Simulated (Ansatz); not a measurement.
# Mg (P6_3/mmc) in Ansatz: convergence with wavefunction cutoff

Aim: find how far wavefunction cutoff must go before the results for Mg settle, at PBEsol. This setting moves, with any that are tied to it; all else stays.

Everything below comes from runs of Ansatz 0.2.0. Logs are shortened: lines on timing, memory, paths and dates and some standing lists are left out, and cuts for length are marked.

## 1. The crystal as given

The structure is hexagonal, space group P6_3/mmc (No. 194). The conventional cell has a = 3.209 Å, b = 3.209 Å, c = 5.210 Å, α = 90.00°, β = 90.00°, γ = 120.00°. Mg (site symmetry -6m2) is surrounded by 12 Mg at 3.20 to 3.21 Å.

## 2. With wavefunction cutoff 200 eV

The input, input.yaml:

```yaml
crystal:
  lattice:
    - [3.2093, 0.0, 0.0]
    - [-1.60465, 2.7793353284, 0.0]
    - [0.0, 0.0, 5.2103]
  atoms:
    - { symbol: Mg, position: [0.6666666667, 0.3333333333, 0.75] }
    - { symbol: Mg, position: [0.3333333333, 0.6666666667, 0.25] }
hamiltonian:
  xc: pbesol
  pseudopotentials: { kind: paw }
kpoints:
  mp_grid: { grid: [8, 8, 5] }
scf:
  occupations: { method: cold, width: 0.05 }
output:
  forces: true
  stress: true
  eigenvalues: true
basis:
  ecutwfc: "200 eV"
```

Potentials or basis: Ansatz PAW.

On the command line:

```sh
$ ansatz run input.yaml --threads 2 --pin off --max-ram 5632MiB --backend cpu --events-out ev --progress --plain --runs-dir out
```

Run time: 0.9 s. Hardware: 2 threads of Intel Xeon at 2.50GHz (Skylake/Cascade Lake), shared host; peak memory 0.26 GiB.

What came out:

```
Free energy            : -3820.5386 eV
Pressure               : -0.8 GPa
Band gap on the k mesh : none (metal or under the smearing width)
```

## 3. With wavefunction cutoff 250 eV

Changes to input.yaml since step 2:

```diff
@@ -20,2 +20,2 @@
 basis:
-  ecutwfc: "200 eV"
+  ecutwfc: "250 eV"
```

Potentials or basis: Ansatz PAW.

On the command line:

```sh
$ ansatz run input.yaml --threads 2 --pin off --max-ram 5632MiB --backend cpu --events-out ev --progress --plain --runs-dir out
```

It took 0.86 s on 2 threads of Intel Xeon at 2.50GHz (Skylake/Cascade Lake), shared host; peak memory 0.27 GiB.

Results:

```yaml
Free_energy: -3823.7050 eV
Pressure: -0.9 GPa
Band_gap_on_the_k_mesh: none (metal or under the smearing width)
```

## 4. With wavefunction cutoff 300 eV

Changes to input.yaml since step 3:

```diff
@@ -20,2 +20,2 @@
 basis:
-  ecutwfc: "250 eV"
+  ecutwfc: "300 eV"
```

On the command line:

```sh
$ ansatz run input.yaml --threads 2 --pin off --max-ram 5632MiB --backend cpu --events-out ev --progress --plain --runs-dir out
```

It took 0.96 s on 2 threads of Intel Xeon at 2.50GHz (Skylake/Cascade Lake), shared host; peak memory 0.28 GiB.

Results:

| Property | Result |
| --- | --- |
| Free energy | -3824.0829 eV |
| Pressure | -1.0 GPa |
| Band gap on the k mesh | none (metal or under the smearing width) |

## 5. With wavefunction cutoff 350 eV

Changes to input.yaml since step 4:

```diff
@@ -20,2 +20,2 @@
 basis:
-  ecutwfc: "300 eV"
+  ecutwfc: "350 eV"
```

On the command line:

```sh
$ ansatz run input.yaml --threads 2 --pin off --max-ram 5632MiB --backend cpu --events-out ev --progress --plain --runs-dir out
```

It took 1.1 s on 2 threads of Intel Xeon at 2.50GHz (Skylake/Cascade Lake), shared host; peak memory 0.28 GiB.

What came out:

```
Free energy            : -3824.1209 eV
Pressure               : -1.0 GPa
Band gap on the k mesh : none (metal or under the smearing width)
```

## 6. With wavefunction cutoff 400 eV

Changes to input.yaml since step 5:

```diff
@@ -20,2 +20,2 @@
 basis:
-  ecutwfc: "350 eV"
+  ecutwfc: "400 eV"
```

Potentials or basis: Ansatz PAW.

On the command line:

```sh
$ ansatz run input.yaml --threads 2 --pin off --max-ram 5632MiB --backend cpu --events-out ev --progress --plain --runs-dir out
```

Wall time 1.3 s (2 threads of Intel Xeon at 2.50GHz (Skylake/Cascade Lake), shared host); peak memory 0.29 GiB.

It converged, with:

```
Free energy            : -3824.1231 eV
Pressure               : -1.0 GPa
Band gap on the k mesh : none (metal or under the smearing width)
```

## 7. With wavefunction cutoff 450 eV

Changes to input.yaml since step 6:

```diff
@@ -20,2 +20,2 @@
 basis:
-  ecutwfc: "400 eV"
+  ecutwfc: "450 eV"
```

On the command line:

```sh
$ ansatz run input.yaml --threads 2 --pin off --max-ram 5632MiB --backend cpu --events-out ev --progress --plain --runs-dir out
```

Run time: 1.3 s. Hardware: 2 threads of Intel Xeon at 2.50GHz (Skylake/Cascade Lake), shared host; peak memory 0.3 GiB.

It converged, with:

* Free energy: -3824.1232 eV
* Pressure: -1.0 GPa
* Band gap on the k mesh: none (metal or under the smearing width)

## 8. With wavefunction cutoff 500 eV

Changes to input.yaml since step 7:

```diff
@@ -20,2 +20,2 @@
 basis:
-  ecutwfc: "450 eV"
+  ecutwfc: "500 eV"
```

On the command line:

```sh
$ ansatz run input.yaml --threads 2 --pin off --max-ram 5632MiB --backend cpu --events-out ev --progress --plain --runs-dir out
```

Wall time 1.3 s (2 threads of Intel Xeon at 2.50GHz (Skylake/Cascade Lake), shared host); peak memory 0.3 GiB.

It converged, with:

- Free energy: -3824.1233 eV
- Pressure: -1.0 GPa
- Band gap on the k mesh: none (metal or under the smearing width)

## 9. With wavefunction cutoff 600 eV

Changes to input.yaml since step 8:

```diff
@@ -20,2 +20,2 @@
 basis:
-  ecutwfc: "500 eV"
+  ecutwfc: "600 eV"
```

Potentials or basis: Ansatz PAW.

On the command line:

```sh
$ ansatz run input.yaml --threads 2 --pin off --max-ram 5632MiB --backend cpu --events-out ev --progress --plain --runs-dir out
```

Run time: 1.5 s. Hardware: 2 threads of Intel Xeon at 2.50GHz (Skylake/Cascade Lake), shared host; peak memory 0.33 GiB.

The run converged. Its results:

| Property | Result |
| --- | --- |
| Free energy | -3824.1234 eV |
| Pressure | -1.0 GPa |
| Band gap on the k mesh | none (metal or under the smearing width) |

## 10. With wavefunction cutoff 800 eV

Changes to input.yaml since step 9:

```diff
@@ -20,2 +20,2 @@
 basis:
-  ecutwfc: "600 eV"
+  ecutwfc: "800 eV"
```

Potentials or basis: Ansatz PAW.

On the command line:

```sh
$ ansatz run input.yaml --threads 2 --pin off --max-ram 5632MiB --backend cpu --events-out ev --progress --plain --runs-dir out
```

Output:

```text
Warning: RAYON_NUM_THREADS=2 ignored (pool sized by the plan → 2); use --threads N
Engine: ansatz 0.2.0, x86_64-unknown-linux-gnu
Pseudopotentials: kind: paw
Pseudopotential: Mg, paw, valence charge 10, recommended cutoff 420 eV (normal), Mg.paw.azcp
Functional definition: PBEsol
  exchange = pbesol_x
  correlation = pbesol_c
Crystal: 2 atoms, lattice volume = 46.474 Å³
Basis set: ecut = 800 eV, 2359 PW (Γ), exchange–correlation on 60×60×100 points (8 copies of the dense FFT grid, shifted against one another)
Bands: 14, of which v1, the nominal top of the filled ones, is band 10 counted from 1 (9 counted from 0)
Symmetry: 24 space group operations
Space group: P63/mmc (ITA 194), of the structure as read, at distance tolerance 3.6e-5 Å
k-points: 30 of 320
Non-local potential: Mg, projectors of the file, l = 0: 3, l = 1: 2, l = 2: 1
PAW form: soft (Blöchl's): semilocal exchange-correlation on the pseudo side does not see the compensation charge
PAW frozen core: Mg, regenerated for the run's functional, and the local potential with it (the file was generated under x = pbe(κ = 0.804, μ = 0.2195149727645171), c = pbe(β = 0.06672455060314922))
PAW one-centre angular grid: Mg, 110 points (default); XC on 64 Gauss nodes
Initial density: superposition of atomic densities (neutral atoms: chi_scale 0, normalization atom), corrected by the library's trained network
Initial wavefunctions: pseudopotential atomic-orbital guess
Functional: x = pbesol(κ = 0.804, μ = 0.12345679012345678), c = pbesol(β = 0.046)
SCF iter   1: F=—  HF=-3824.124838 eV  |F-HF|=—  |Δ(HF+E_count)|=         —  Δρ=2.18e-3  dr2=1.49e-3  ethr=1.77e-3  ⟨swp⟩=6.0  Hψ=2217  notcnv=0
preconditioner: auto → none  [insulator: Δε(μ)=0.070 eV  Ē_g=6.889 eV  σ=0.050 eV  W_gap=0.76  n_scr=8 (ndim 8)  ℏωp=10.9 eV  f_vac=0.000  D(μ)=0.91/eV (n_scr^D=2)  ε∞_Penn≈3.5]
SCF iter   2: F=—  HF=-3824.123596 eV  |F-HF|=—  |Δ(HF+E_count)|=   1.24e-3  S|Δr|=    0.00e0  Δρ=8.02e-4  dr2=2.55e-4  ethr=7.46e-6  ⟨swp⟩=2.6  Hψ=974  notcnv=0
SCF iter   3: F=—  HF=-3824.123514 eV  |F-HF|=—  |Δ(HF+E_count)|=   8.15e-5  S|Δr|=    0.00e0  Δρ=1.03e-4  dr2=3.54e-6  ethr=1.27e-6  ⟨swp⟩=2.9  Hψ=852  notcnv=0
SCF iter   4: F=—  HF=-3824.123512 eV  |F-HF|=—  |Δ(HF+E_count)|=   2.47e-6  S|Δr|=    0.00e0  Δρ=3.55e-5  dr2=1.91e-7  ethr=1.77e-8  ⟨swp⟩=2.0  Hψ=711  notcnv=0
SCF iter   5: F=-3824.123511 eV  HF=-3824.123511 eV  |F-HF|=1.66e-8  |Δ(HF+E_count)|=   2.77e-7  S|Δr|=    0.00e0  Δρ=7.24e-6  dr2=8.05e-9  ethr=5.00e-10  ⟨swp⟩=5.5  Hψ=1720  notcnv=0
SCF 1 converged in 5 iterations: F = -3824.123511 eV  dr2 = 8.05e-9
SCF converged after 5 iterations
Stability not checked: this state was not tested for a lower state beside it, because cold or Methfessel-Paxton smearing, or corrected tetrahedra, fill the levels in a way that the test cannot read (fill_not_monotonic; see scf.lower_state_search)
Free energy (F): -3824.123511 eV
Harris-Foulkes:  -3824.123511 eV  (|F-HF|=1.66e-8)
Internal energy: -3824.123718 eV  (E = F + TS)
E sigma→0 (E₀):  -3824.123580 eV
Entropy (-TS):   0.000206 eV (0.103 meV/atom)
Fermi energy:    5.486817 eV
--- Per-component energies (eV) ---
  E_band       = -714.614731
  E_kinetic    = 149.515714
  E_local      = -3250.603775  (includes V_loc(G=0)·N_el)
  E_nonlocal   = 192.788882
  E_hartree    = 1160.265814
  E_xc         = -56.100388
  E_vxc        = -72.728032  (∫ρ·V_xc dr)
  E_paw        = -562.715867  (= ΣΔE_a)
  E_vpaw       = -54.123677  (= ΣTr[D̂ρ^β])
  E_aug_tail   = -0.000001  (compensation charges beyond the density's cutoff)
  E_ewald      = -1457.391822
  E_core_change = 0.117725  (= ΣΔE_core)
  E_smearing   = 0.000206  (= −TS)
  E_closure    = 0.000000  (closes the sum)
  Σ components = -3824.123511   (vs F -3824.123511, Δ=0.00e0)
--- Forces (eV/Å), atoms counted from 1 ---
  atom   1  Mg    -0.00000000    -0.00000000     0.00000000
  atom   2  Mg     0.00000000     0.00000000     0.00000000
  max |Σ_I F_I| component: 4.63e-18 eV/Å
--- Stress (GPa, compression-positive) ---
       -1.168989      -0.000000       0.000000
       -0.000000      -1.168989       0.000000
        0.000000       0.000000      -0.730570
  P = ⅓ Tr σ = -1.0228 GPa (-10.228 kbar)
--- Band table (eV; the first three rows and the last of 30) ---
  k-point 0: bands = ["-70.1557", "-70.1529", "-37.1167", "-37.0853", "-37.0843", "-37.0843", "-37.0795", "-37.0795", "-1.3691", "3.8447", "4.2702", "16.3733", "16.3733", "16.4577"]
  k-point 1: bands = ["-70.1554", "-70.1531", "-37.1138", "-37.0883", "-37.0838", "-37.0838", "-37.0800", "-37.0800", "-1.1463", "2.1272", "6.3729", "15.2447", "16.5488", "16.5488"]
  k-point 2: bands = ["-70.1547", "-70.1538", "-37.1059", "-37.0962", "-37.0826", "-37.0826", "-37.0811", "-37.0811", "-0.4814", "0.6153", "9.0382", "12.0405", "16.9935", "16.9935"]
  k-point 29: bands = ["-70.1524", "-70.1523", "-37.1077", "-37.1067", "-37.0981", "-37.0955", "-37.0898", "-37.0889", "5.0091", "5.0182", "6.1425", "6.2456", "7.6763", "8.5798"]
```

Run time: 2.4 s. Hardware: 2 threads of Intel Xeon at 2.50GHz (Skylake/Cascade Lake), shared host; peak memory 0.36 GiB.

What came out:

```yaml
Free_energy: -3824.1235 eV
Pressure: -1.0 GPa
Band_gap_on_the_k_mesh: none (metal or under the smearing width)
```

## 11. The series at a glance

| wavefunction cutoff | energy less the tightest run, at zero smearing (meV/atom) | pressure (GPa) | SCF cycles | CPU time (s) | peak memory (GiB) |
| --- | --- | --- | --- | --- | --- |
| 200 eV | 1792.47 | -0.76 | 6 | 1.3 | 0.26 |
| 250 eV | 209.26 | -0.92 | 5 | 1.2 | 0.27 |
| 300 eV | 20.32 | -1.01 | 5 | 1.5 | 0.28 |
| 350 eV | 1.33 | -1.02 | 5 | 1.7 | 0.28 |
| 400 eV | 0.23 | -1.02 | 5 | 2 | 0.29 |
| 450 eV | 0.16 | -1.02 | 5 | 2 | 0.3 |
| 500 eV | 0.08 | -1.02 | 5 | 2.1 | 0.3 |
| 600 eV | 0.05 | -1.02 | 5 | 2.6 | 0.33 |
| 800 eV | 0.00 | -1.02 | 5 | 4.3 | 0.36 |

Against the tightest run, the energy stays within 1 meV/atom from 400 eV on; the pressure stays within 0.1 GPa from 250 eV on. The tightest run that finished is the yardstick and may itself not be fully converged.

Caveats: the PAW data sets come from PBE, with cores solved anew for the run's functional, which leaves a small shift of forces and pressure.
